Nine runs with eight programs, two of them with Ansatz, used the same four-atom cell of carbon. It is hexagonal diamond, in which every atom has four neighbours, with the atoms pushed off their sites at random by about 0.05 Å. The functional is PBE throughout, and what differs is how the core electrons are treated and from which functions the orbitals are built. The pressure is positive when the cell is compressed and would like to expand. The energy change per atom is taken against the cell with unmoved atoms.

PBE calculations without spin polarisation, using the programs listed, for a four-atom hexagonal carbon cell with atoms moved at random by about 0.05 Å; k mesh 12×12×7, Fermi-Dirac smearing 0.05 eV. Basis values in eV are plane-wave cutoffs. Pressure is positive in compression, without Ansatz's Pulay correction, and the energy change is against the unmoved cell.

| program | potentials | basis | pressure (GPa) | largest force (eV/Å) | energy change per atom (meV) | pressure less the median of the rows (GPa) |
| --- | --- | --- | --- | --- | --- | --- |
| Ansatz | Ansatz PAW | 420 eV | 3.310 | 2.326 | 23.770 | -1.110 |
| ABINIT | JTH-PAW-PBE-v2.0 | 517.016 eV | 3.690 | 2.335 | 24.180 | -0.730 |
| GPAW | GPAW-PAW-data-sets-(gpaw-data-1.2.1) | 800 eV | 4.010 | 2.329 | n/a | -0.410 |
| Ansatz LAPW | all-electron-LAPW,-scalar-relativistic | 0.001 eV/atom-basis-error | 4.330 | 2.325 | n/a | -0.090 |
| JDFTx | PseudoDojo-SR-PBE-0.5-standard | 1115.67 eV | 4.420 | 2.333 | 23.860 | 0.000 |
| ABACUS | PseudoDojo-NC-SR-0.4.1-PBE-standard | 1115.67 eV | 4.420 | 2.333 | 23.860 | 0.000 |
| SIRIUS | dojo-sr-pbe-0.4.1-standard | 1126.69 eV | 4.450 | 2.333 | n/a | 0.030 |
| Quantum ESPRESSO | SSSP-1.3-efficiency-PBE | 748.313 eV | 4.540 | 2.327 | 23.800 | 0.120 |
| SIESTA | PseudoDojo-0.4-standard-NC | DZP | 12.260 | 2.477 | 25.480 | 7.840 |

### (a) On which quantity do the programs agree best, and on which worst?

Leave SIESTA aside for the moment. The other eight rows agree on the largest force within 0.01 eV/Å, which is 0.4 % of the force. Single components can differ more: on one atom, ABINIT and JDFTx are 0.025 eV/Å apart along z. The pressures of the eight rows spread over 1.23 GPa, more than a quarter of the typical value near 4.4 GPa. SIESTA stands apart in all three results, and by far the most in pressure.

Each row describes the same crystal with the same functional. None of these differences is therefore a property of carbon; they come from potentials, basis sets and other settings. What needs explaining is why such settings disturb the pressure so much more than the force.

### (b) Why can a plane-wave basis give a good force and a poor pressure?

A force tells how the energy changes when an atom moves in a fixed cell. The plane waves belong to the cell and not to the atoms, so the set is the same before and after the move. What the set lacks is lacking in both energies and largely cancels.

A pressure tells how the energy changes when the cell itself shrinks. The usual stress formula keeps the number of waves fixed, so their wavelengths shrink with the cell. The set then resolves finer detail, and the energy falls a little for this reason alone. This false gain acts like an extra inward pull, and the computed pressure comes out too low.

The argument can be put in one line. With a fixed number of waves, the cutoff energy E_c grows as V^(−2/3) when the volume V shrinks. This gives

p(fixed number) = p(fixed cutoff) + (2E_c/3V) · ∂E/∂E_c,

where E is the total energy. A larger cutoff lowers E, so the last term, known as the Pulay stress, is negative. In the limit of a complete set E no longer depends on E_c, and the term vanishes.

Carbon is a demanding case. Its 2p shell has no inner p shell beneath it to keep it away from the nucleus, so it is compact and needs many short waves.

### (c) Which rows bear the marks of this error?

Ansatz with PAW potentials has the lowest cutoff, 420 eV, and the lowest pressure, 3.31 GPa. Ansatz's own correction for the Pulay stress has been taken off here. A warning that comes with the data puts such a correction above 1 GPa; it doesn't name the run, but this one, with its low cutoff, is the likely source. Putting back just 1 GPa would already give 4.31 GPa, close to the all-electron LAPW row.

ABINIT has the next lowest cutoff in the table, and its stress offers a further sign. The stress in this cell is very uneven: JDFTx finds about −3, −5 and +22 GPa along the three axes, and the pressure is only their mean. Yet ABINIT lies below JDFTx by nearly the same amount on each axis, 0.73, 0.69 and 0.76 GPa. An enriched set of waves acts in just this way, because it hardly matters which edge of the cell is shortened. This is no proof, however. A potential that favours slightly shorter bonds would also shift the three axes about alike, and the PAW spheres overlap in this run. A run with the same potential and a higher cutoff would separate the two causes.

Cutoff alone does not put all the rows in order. GPAW, at 800 eV, lies 0.53 GPa below Quantum ESPRESSO, at about 748 eV. The two use different PAW data sets, and a cutoff that is ample for one potential may be tight for another.

### (d) SIESTA's pressure is far too high, not too low. What is different there?

SIESTA builds its orbitals from a few functions centred on the atoms, here a set of double-zeta plus polarisation size (DZP). Its potential comes from the same PseudoDojo family as those of JDFTx, ABACUS and SIRIUS, which all give 4.42 to 4.45 GPa with plane waves. The family of potentials is thus an unlikely culprit, and the small orbital set is the main suspect. A run with a larger set would be the test.

The error also has another character. Atom-centred functions travel with the atoms, and the program's forces and stress include the terms that arise from this. The pressure can then be the proper slope of SIESTA's own energy curve, while the curve itself is distorted by the small set.

The other two columns show that the distortion reaches beyond the pressure. Near the bottom of an energy well, the force and the energy cost of a given displacement both grow in proportion to the stiffness. SIESTA's largest force is 6.2 % above that of JDFTx, and its energy change is 6.8 % above. For this one pattern of displacements, its crystal looks stiffer. Part of this is to be expected from the pressure error itself: measured against the volume that SIESTA would prefer, the cell is squeezed more strongly, and squeezed bonds are usually stiffer.

### (e) What does the all-electron row tell about pseudopotentials, and which digits can be trusted?

The LAPW run treats all six electrons of each carbon atom, while the PseudoDojo potentials keep the 1s pair frozen and treat four. The three plane-wave rows with these potentials lie only 0.09 to 0.12 GPa above LAPW. That is reasonable, since the 1s shell lies deep and hardly responds to bonding. The small gap contains the frozen core, the smoothing of the potential and the basis errors of both sides together, so it can't be credited to any one of them.

JDFTx and ABACUS agree in every printed digit, although they use different versions of the PseudoDojo potential. This doesn't make the last digit right: SIRIUS, with the same version as ABACUS, gives a pressure 0.03 GPa higher. Among LAPW, the three PseudoDojo plane-wave rows and Quantum ESPRESSO the pressure spreads over 0.21 GPa. GPAW lies lower still, for a reason that these data don't settle. A fair reading is therefore 4.4 GPa with a doubt of a few tenths, a largest force of 2.33 eV/Å with a doubt in the second decimal, and an energy change of about 24 meV per atom. An error of PBE itself would be shared by all the rows and doesn't show in their spread.

### (f) How large an error in the lattice would these pressure errors cause?

If a program reports a pressure that is too high by Δp, its relaxed cell will be too large. For small changes the volume error is ΔV/V = Δp/B, where B is the bulk modulus, the resistance to even compression. If all edges stretch alike, each takes a third of this:

ΔL/L = Δp/(3B).

For diamond B is roughly 440 GPa, a recalled value that is taken here for the hexagonal form too. SIESTA lies 7.93 GPa above LAPW, so ΔL/L = 7.93/(3 × 440) = 0.0060, or 0.6 %. On the short cell edge of 2.522 Å this makes about 0.015 Å.

For Ansatz with PAW potentials, 1.02 GPa below LAPW, the same formula gives an edge too short by only 0.08 %. A gigapascal looks serious beside a pressure of 4 GPa but is small beside the stiffness of diamond. The estimate has no fitted constant, and no cell was relaxed to test it. It also takes LAPW as the reference, so shifts from differences of 0.1 or 0.2 GPa mean little. The printed output lists the estimate for every row.

### (g) What would change if carbon were replaced by silicon?

Two things change, and they work against each other. Silicon is much softer, with a bulk modulus of roughly 98 GPa, again recalled. One gigapascal of pressure error would then shift the edge by about 0.34 %, against 0.08 % in diamond. On the other hand, silicon's 3p shell has a 2p shell beneath it and is more extended, so its pseudised orbitals are smoother. At the same cutoff the Pulay stress should therefore be smaller than in carbon.

The matter has a practical side in electronics. Silicon transistor channels are strained on purpose, by an amount of the order of one per cent, to make the carriers more mobile. A pressure error of one gigapascal would shift the cell edges by about a third of that amount, though alike in all directions, while the strain in a channel is made uneven on purpose. Before a computed stress is used there, the cutoff or the orbital set should be enlarged until the pressure stops moving; steady forces are no proof that it has.

The analysis program printed:

```
Against the all-electron row:
               row  pressure difference (GPa)  estimated edge shift (%)
            Ansatz                      -1.02                  -0.07727
            ABINIT                      -0.64                  -0.04848
              GPAW                      -0.32                  -0.02424
       Ansatz LAPW                          0                         0
             JDFTx                       0.09                  0.006818
            ABACUS                       0.09                  0.006818
            SIRIUS                       0.12                  0.009091
  Quantum ESPRESSO                       0.21                   0.01591
            SIESTA                       7.93                    0.6008
Pressure spread of the five close rows (GPa): 0.21
Pressure spread of the three PseudoDojo plane-wave rows (GPa): 0.03
Pressure spread of all rows but SIESTA (GPa): 1.23
Largest-force spread of all rows but SIESTA (eV/angstrom): 0.01
The same force spread as share of the JDFTx force (%): 0.4286
SIESTA pressure less JDFTx (GPa): 7.84
SIESTA largest force above JDFTx (%): 6.172
SIESTA energy change above JDFTx (%): 6.79
ABINIT energy change above JDFTx (%): 1.341
GPAW pressure less Quantum ESPRESSO (GPa): -0.53
Ansatz PAW pressure with just 1 GPa of correction put back (GPa): 4.31
JDFTx less ABINIT stress along x (GPa): 0.7346
JDFTx less ABINIT stress along y (GPa): 0.6892
JDFTx less ABINIT stress along z (GPa): 0.7588
Estimated edge shift per GPa in diamond (%): 0.07576
Estimated edge shift per GPa in silicon (%): 0.3401
```
